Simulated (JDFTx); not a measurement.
**NaCl under changes of volume**

One of the cells (21.478 Å³/atom); the others are scaled copies at fixed shape and fractional positions:

```xyz
2
Lattice="3.5022 0.0000 0.0000 0.0000 3.5022 0.0000 0.0000 0.0000 3.5022" Properties=species:S:1:pos:R:3 pbc="T T T"
Cl    1.7511    1.7511    1.7511
Na    0.0000    0.0000    0.0000
```

Measurements of this composition are mostly on another form, of space group No. 225.

| Item | Value |
| --- | --- |
| Program | JDFTx 1.7.0 (patched build) |
| Functional | LDA |
| Potentials or basis | PseudoDojo-SR-LDA-0.4.1-standard with smoothed tails |
| Cutoff | 1197 eV |
| Density cutoff | 9578 eV |
| k mesh | 8 × 8 × 8 |
| Occupations | fermi-dirac, width 0.05 eV |
| Spin | no spin polarisation |

```csv
volume (Å³/atom),energy over the lowest point (meV/atom),pressure (GPa),gap on the mesh (eV)
20.189,0.00,-1.7,3.81
20.619,5.20,-2.2,3.73
21.048,11.75,-2.7,3.67
21.478,19.48,-3.1,3.60
21.907,28.24,-3.4,3.54
22.337,?,?,?
22.766,48.35,-4.0,3.43
```

Q: What does the run at 22.337 Å³/atom give?

A: Energy over the lowest point 37.90 meV/atom; pressure -3.8 GPa; gap on the mesh 3.48 eV.

Worked out: A Birch-Murnaghan fit of order 3 (a polynomial in V^(-2/3)) to the other rows has no minimum within the range. It gives 37.91 meV/atom at 22.337 Å³/atom, against the run's 37.90, and -dE/dV = -3.8 GPa, against -3.8. A straight line through the other rows of the gap, of slope -3.15 eV per unit of ln V, gives 3.48 eV, against the run's 3.48.

Energies are extrapolated to zero smearing.

A mesh can miss the band edges.
